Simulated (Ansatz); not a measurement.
The system is MoS2.

```
Mo S
1.0
     3.22746    0.00000    0.00000
    -1.61373    2.79507    0.00000
     0.00000    0.00000    6.31247
Mo S
1 2
Direct
  0.00000 0.00000 0.50000
  0.66667 0.33333 0.74468
  0.33333 0.66667 0.25532
```

Measurements of this composition are mostly on another form, of space group No. 194.

Program: Ansatz 0.2.0. Alike in all runs: task band structure; no spin polarisation; cell as given; k mesh 9 × 9 × 4; smearing fermi-dirac 0.05 eV.

Order these runs on this cell by their pressure, lowest first.
A. level PBE; potentials or basis PseudoDojo standard (PBE files); cutoff (eV) 1088
B. level LDA+U; potentials or basis Ansatz PAW; U Mo d U = 5 eV; cutoff (eV) 420; hubbard projectors ortho-atomic (the default); double counting fll (the default)
C. level RPBE; potentials or basis Ansatz PAW; cutoff (eV) 420

B (-6.1 GPa), A (1.2 GPa), C (3.6 GPa).

Caveats: this functional lacks dispersion, which binds the layers, so the pressure and a relaxed spacing across them are unreliable (some runs); the PAW data sets come from PBE, with cores solved anew for the run's functional, which leaves a small shift of forces and pressure (some runs); U without spin polarisation on a metal has little footing (some runs).
